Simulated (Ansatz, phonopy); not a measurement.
# AlAs (F-43m): phonons against volume, part 4 of 4

Which modes of AlAs drive its thermal expansion?

What experiment has found for this phase:
- heat capacity C_P per formula unit 45.8 J/mol/K and bulk modulus 77 GPa near room temperature (given in “High-Throughput Prediction of Finite-Temperature Properties using the Quasi-Harmonic Approximation”, 2016, arXiv:1603.06924)

Ansatz 0.2.0; DFT LDA, scalar-relativistic, plane waves, PAW.

So far. Step 12 (A cell at another volume, V/V0 0.97): The run ends at a pressure of 2.46 GPa. Step 13 (Phonons, V/V0 0.97): No mode is imaginary beyond numerical noise at the solved wavevectors. The highest zone-centre mode (no LO–TO term) moved by +3.6 % for a volume change of -3.0 %.

### 14. A cell at another volume, V/V0 1.05

Symmetry fixes every atom, so a single point at the scaled cell gives the energy and pressure of this member.

The cell differs from the one that the last finished run ended in (a 3.940 → 4.046 Å, b 3.940 → 4.046 Å, c 3.940 → 4.046 Å).

input.yaml

```yaml
crystal:
  lattice:
    - [0.0, 2.8606927757, 2.8606927757]
    - [2.8606927757, 0.0, 2.8606927757]
    - [2.8606927757, 2.8606927757, 0.0]
  atoms:
    - { symbol: Al, position: [0.0, 0.0, 0.0] }
    - { symbol: As, position: [0.25, 0.25, 0.25] }
kpoints:
  mp_grid: { grid: [8, 8, 8] }
hamiltonian:
  xc: lda
scf:
  occupations: { method: fixed }
output:
  forces: true
  stress: true
  eigenvalues: true
  write_density: true
  write_potential: true
  elf: true
  volumetric_format: npy
```

Started as:

```console
ansatz run input.yaml --threads 4 --pin off --max-ram 16384MiB --backend cpu --events-out ev --progress --plain --runs-dir out
```

Numbers of over 12 decimals in the logs are rounded to 6 here.

What it wrote:

```text
[...]
Crystal: 2 atoms, lattice volume = 46.821 Å³
Basis set: ecut = 420 eV, 941 PW (Γ)
Bands: 13, of which v1, the nominal top of the filled ones, is band 9 counted from 1 (8 counted from 0)
Symmetry: 24 space group operations
[...]
k-points: 29 of 512 (time reversal used)
[...]
--- Band table (eV; the first three rows and the last of 29) ---
  k-point 0: bands = [... 5 lower, -5.9575, 5.7784, 5.7784, 5.7784, 7.3795, 9.9897, 9.9897, 9.9897]
  k-point 1: bands = [... 5 lower, -5.8120, 4.3185, 5.6235, 5.6235, 8.2287, 10.2612, 10.2612, 10.3072]
  k-point 2: bands = [... 5 lower, -5.4101, 2.4187, 5.3166, 5.3166, 8.1356, 10.6019, 10.6019, 11.9151]
  k-point 28: bands = [... 5 lower, -4.0878, 0.7732, 2.7083, 3.0539, 10.0173, 11.1795, 11.2821, 11.7251]
[key lines of the parts left out:]
SCF converged after 6 iterations
Free energy (F): -5287.465828 eV
Fermi energy:    5.778432 eV
P = ⅓ Tr σ = -3.3218 GPa (-33.218 kbar)
```

It took 0.81 s on 4 threads of Arm Neoverse V1, shared host; peak memory 0.31 GiB.

The run ends at a pressure of -3.32 GPa.

### 15. Lattice dynamics at this volume, V/V0 1.05

The same q-mesh and k-mesh are kept at every volume, so that much of their error can cancel in the differences.

input.yaml, the sections that differ from step 14:

```yaml
output:
  eigenvalues: true
phonons:
  method: dfpt
  dielectric: true
  rigid_motions: translations
  qmesh: [4, 4, 4]
  temperatures: { t_max: 1000, t_step: 50 }
  qpath:
    path:
      - [[0.0, 0.0, 0.0], [-0.5, -0.5, 0.0], [-0.375, -0.375, 0.25]]
      - [[-0.375, 0.0, 0.375], [0.0, 0.0, 0.0], [0.0, 0.0, 0.5], [-0.5, -0.25, 0.25], [-0.5, -0.5, 0.0]]
    npoints: 10
# crystal, kpoints, hamiltonian, scf: as in step 14
```

What it wrote:

```text
[...]
Crystal: 2 atoms, lattice volume = 46.821 Å³
Basis set: ecut = 420 eV, 941 PW (Γ), exchange–correlation on 60×60×60 points (8 copies of the dense FFT grid, shifted against one another)
Bands: 13, of which v1, the nominal top of the filled ones, is band 9 counted from 1 (8 counted from 0)
Symmetry: 24 space group operations
k-points: 95 of 512 (irreducible under 4 space group operations, time reversal used)
[...]
optical modes at Γ + LO–TO along q̂ = [0.0000, 1.0000, 0.0000]:
      ω (cm⁻¹)  modes    IR ((D/Å)²/amu)
        338.60      2            11.1055
        374.87      1             5.5528
  optical modes at Γ + LO–TO along q̂ = [0.0000, 0.0000, 1.0000]:
      ω (cm⁻¹)  modes    IR ((D/Å)²/amu)
        338.60      2            11.1055
        374.87      1             5.5528
--- Phonons (arbitrary-q DFPT): 8 irreducible q on the 4×4×4 mesh ---
[...]
interpolated dispersion: 63 rows × 6 modes
[...]
[key lines of the parts left out:]
SCF converged after 8 iterations
Free energy (F): -5287.465828 eV
Fermi energy:    5.778369 eV
```

Wall time 84 s (4 threads); peak memory 1 GiB.

LO-TO term included. Phonon branches along the path, in cm⁻¹:

```
    point  branch 1  branch 2  branch 3  branch 4  branch 5  branch 6
        Γ         0         0         0       339       339       375
  halfway        84        84       140       315       315       373
        X       102       102       202       305       305       371
  halfway       102       114       197       305       306       361
        U       102       133       188       303       308       343
jump to K       102       133       188       303       308       343
  halfway        71       103       143       325       327       350
        Γ         0         0         0       339       339       375
  halfway        61        61       139       328       328       364
        L        76        76       200       325       325       348
  halfway        98       119       188       311       321       331
        W       126       133       183       310       316       318
  halfway       112       117       194       305       308       351
        X       102       102       202       305       305       371
```

The phonon branches as a text plot (rows in cm⁻¹):

```
    367 |***************         *************                 **
    351 |               **      *             *****          **
    336 |****             ****** ************      ****     *
    320 |    ***            *****            ***************
    305 |       ***************                       ***********
    289 |
    273 |
    258 |
    242 |
    227 |
    211 |
    195 |         *********                    ********     *****
    180 |        *         **                 *        *****
    164 |       *            ***             *
    148 |                       *
    133 |      *         ******             *          ******
    117 |    **        **      * *         *          * ** ****
    102 |        ************   * **                ****      ***
     86 |   *  **            *** *        *       ****
     70 |    **                 * ***        ******
     55 |  **                    *       * **
     39 | **                      ****    *
     23 | *                         **  **
      8 |*                           ****
         Γ           X  U|K            Γ         L        W     X
```

No mode is imaginary beyond numerical noise at the solved wavevectors. The highest zone-centre mode (no LO–TO term) moved by -5.5 % for a volume change of +5.0 %.

### 16. Mode Grüneisen parameters

This step: DFT LDA, scalar-relativistic, plane waves, PAW (phonopy 4.10.0).

Numbers from this step:

```
share of modes with a negative Grüneisen parameter : 0.331
```

Mean Grüneisen, by row:

| T (K) | heat-capacity-weighted mean | root mean square |
| --- | --- | --- |
| 50 | -0.486 | 0.883 |
| 100 | 0.022 | 0.999 |
| 200 | 0.429 | 1.111 |
| 300 | 0.526 | 1.137 |
| 500 | 0.578 | 1.15 |
| 800 | 0.596 | 1.155 |

The mean mode Grueneisen parameter by wavenumber:

```csv
wavenumber (cm⁻¹),mean mode Grueneisen parameter
7,-
20,-0.289
46,-0.284
59,-0.454
86,-0.794
99,-0.89
112,-0.506
138,0.321
151,1.01
164,0.994
191,1.04
204,1.04
230,-
244,-
257,-
283,-
296,-
309,-
336,1.53
349,1.35
375,1.07
388,1.02
```

Volume series, by row:

```
 V/V0  V (Å³/atom)  pressure (GPa)  E - E0 (meV/atom)  gap (eV)  zero-point energy (meV/atom)  lowest on the path (cm⁻¹)  highest at Gamma without the LO-TO term (cm⁻¹)
 0.97        21.63           2.456              4.987     1.271                         45.34                          0                                           371.3
0.985        21.96           1.179              1.214     1.298                         44.65                          0                                           364.8
    1         22.3               0                  0     1.323                         43.97                          0                                           358.5
1.015        22.63           -1.09              1.149     1.348                          43.3                          0                                           352.3
 1.03        22.96          -2.097              4.494     1.371                         42.63                          0                                           346.3
 1.05        23.41          -3.322              12.07     1.401                         41.76                          0                                           338.6
```

Table of optical frequency at Gamma without the LO-TO term, mode 4 by V/V0:

| V/V0 | optical frequency at Gamma without the LO-TO term, mode 4 (cm⁻¹) |
| --- | --- |
| 0.9700 | 371 |
| 0.9850 | 365 |
| 1.0000 | 358 |
| 1.0150 | 352 |
| 1.0300 | 346 |
| 1.0500 | 339 |

Grüneisen at points, by row:

| point | branch | frequency (cm⁻¹) | mode Grüneisen parameter |
| --- | --- | --- | --- |
| Γ | 4 | 358.5 | 1.16 |
| Γ | 6 | 394.6 | 1.04 |
| X | 1 | 94.5 | -1.79 |
| X | 3 | 213 | 1.12 |
| X | 4 | 331.8 | 1.66 |
| X | 6 | 388.9 | 0.96 |
| U | 1 | 97 | -1.35 |
| U | 2 | 130.4 | -0.54 |
| U | 3 | 199.8 | 1.2 |
| U | 4 | 328.1 | 1.56 |
| U | 5 | 333.9 | 1.6 |
| U | 6 | 363.1 | 1.16 |
| K | 1 | 97 | -1.35 |
| K | 2 | 130.4 | -0.54 |
| K | 3 | 199.8 | 1.2 |
| K | 4 | 328.1 | 1.56 |
| K | 5 | 333.9 | 1.6 |
| K | 6 | 363.1 | 1.16 |
| L | 1 | 70.5 | -1.66 |
| L | 3 | 209.3 | 0.83 |
| L | 4 | 348 | 1.38 |
| L | 6 | 368 | 1.16 |
| W | 1 | 122.5 | -0.65 |
| W | 2 | 130.6 | -0.48 |
| W | 3 | 194.5 | 1.23 |
| W | 4 | 335.8 | 1.62 |
| W | 5 | 336.3 | 1.12 |
| W | 6 | 341.7 | 1.6 |

### 17. Quasi-harmonic fit by phonopy

Numbers from this step:

```
volume expansion coefficient at 300 K : 12.22 1e-6/K
isothermal bulk modulus at 300 K      : 72.72 GPa
C_P at 300 K                          : 22.08 J/mol-atom/K
Grüneisen parameter at 300 K          : 0.545
```

Table of energy (each curve on its own zero) by volume; values in meV/atom:

| volume (Å³/atom) | static | F at 0 K | F at 300 K | F at 900 K |
| --- | --- | --- | --- | --- |
| 21.627 | 4.99 | 6.72 | 7.23 | 10.5 |
| 21.961 | 1.21 | 2.26 | 2.63 | 4.74 |
| 22.296 | 0 | 0.36 | 0.55 | 1.41 |
| 22.630 | 1.15 | 0.84 | 0.79 | 0.32 |
| 22.965 | 4.49 | 3.52 | 3.21 | 1.32 |
| 23.411 | 12.1 | 10.2 | 9.5 | 5.64 |

Phonopy-qha, vinet fit of F(V) at each temperature; no electronic free energy. Qha vinet, by row:

| T (K) | fitted volume (Å³/atom) | alpha_V (1e-6/K) | B_T (GPa) | C_P (J/mol-atom/K) | Grueneisen |
| --- | --- | --- | --- | --- | --- |
| 100 | 22.39 | 0.61 | 74.25 | 11.65 | 0.05195 |
| 150 | 22.39 | 5.24 | 73.93 | 16.31 | 0.3204 |
| 200 | 22.4 | 8.62 | 73.55 | 19.22 | 0.4453 |
| 250 | 22.41 | 10.79 | 73.14 | 20.98 | 0.5086 |
| 300 | 22.43 | 12.22 | 72.72 | 22.08 | 0.5449 |
| 350 | 22.44 | 13.21 | 72.29 | 22.81 | 0.5677 |
| 400 | 22.45 | 13.94 | 71.86 | 23.3 | 0.5834 |
| 450 | 22.47 | 14.5 | 71.42 | 23.66 | 0.5948 |
| 500 | 22.49 | 14.95 | 70.99 | 23.93 | 0.6036 |
| 550 | 22.5 | 15.33 | 70.55 | 24.14 | 0.6107 |
| 600 | 22.52 | 15.66 | 70.12 | 24.3 | 0.6167 |
| 650 | 22.54 | 15.95 | 69.68 | 24.43 | 0.6218 |
| 700 | 22.56 | 16.22 | 69.25 | 24.54 | 0.6264 |
| 750 | 22.58 | 16.47 | 68.81 | 24.63 | 0.6305 |
| 800 | 22.59 | 16.7 | 68.38 | 24.71 | 0.6344 |
| 850 | 22.61 | 16.92 | 67.95 | 24.77 | 0.6379 |

Table of volume expansion coefficient, phonopy-qha, Vinet by temperature:

temperature (K), volume expansion coefficient, phonopy-qha, Vinet (1e-6/K) and a bar from the least value:
```
       75       -1.4 
      100        0.6 ###
      125        3.0 #######
      150        5.2 ###########
      175        7.1 ##############
      200        8.6 ################
      225        9.8 ##################
      250       10.8 ####################
      275       11.6 #####################
      300       12.2 ######################
      325       12.8 #######################
      350       13.2 ########################
      375       13.6 ########################
      400       13.9 #########################
      425       14.2 #########################
      450       14.5 ##########################
      475       14.7 ##########################
      500       14.9 ###########################
      525       15.2 ###########################
      550       15.3 ###########################
      575       15.5 ############################
      600       15.7 ############################
      625       15.8 ############################
      650       15.9 ############################
      675       16.1 ############################
      700       16.2 #############################
      725       16.4 #############################
      750       16.5 #############################
      775       16.6 #############################
      800       16.7 #############################
      825       16.8 ##############################
      850       16.9 ##############################
      875       17.0 ##############################
```

The fit gives a volume expansion of 12.2 × 10⁻⁶/K at 300 K.

### 18. Outcome

| Item | Value |
| --- | --- |
| volume expansion coefficient at 300 K | 12.22 1e-6/K |
| isothermal bulk modulus at 300 K | 72.72 GPa |
| C_P at 300 K | 22.08 J/mol-atom/K |
| Grüneisen parameter at 300 K | 0.545 |
| mean mode Grüneisen parameter at 300 K | 0.526 |

Near room temperature AlAs expands by 12.2 × 10⁻⁶/K in volume by LDA, with C_P = 22.1 J/(mol K) per mole of atoms and B_T = 72.7 GPa. C_P at room temperature is 89 % of the classical 3R an atom, so the stiffest modes are still partly frozen out. A measured bulk modulus near room temperature is 77 GPa (arXiv:1603.06924); the calculated 72.7 GPa differs by -6 %. The table does not say whether its value is isothermal or adiabatic. A measured heat capacity per formula unit near room temperature is 45.8 J/mol/K (arXiv:1603.06924); the calculated 44.2 J/mol/K differs by -4 %. The heat-capacity-weighted Grüneisen parameter goes from -0.486 at 50 K to 0.596 at 800 K; 33 % of the modes stiffen on expansion. Weighting γ by the density of states and each mode's heat capacity at 300 K, the lowest third of the frequency range (cuts at 130 and 260 cm⁻¹) pulls the cell inward, while the rest pushes it outward. Among the labelled points γ is largest for branch 4 at X (332 cm⁻¹, 1.7) and most negative for branch 1 at X (94.5 cm⁻¹, -1.8). The log warns that the k-mesh is coarse for the response calculation and asks for a check on a denser one. The interpolation has no quadrupole term, so branches near the zone centre are less sure, since this crystal has sites that are not centres of inversion. The PAW files were made for PBE and are used here under another functional, for which the program regenerates the frozen cores.

[Logs are printed without paths, hosts, clocks, repeated set-up lines and the standing remarks that a program may print on its own settings, such as how far it seeks lower states.]

[Hosts, paths, dates, database ids (printed as entryN), source tags and the programs' standing remarks are cut or masked in the printed files.]

[A step with changed settings may run another functional than the one named; its input shows which.]

[Of the runs on displaced cells, only some may be shown.]
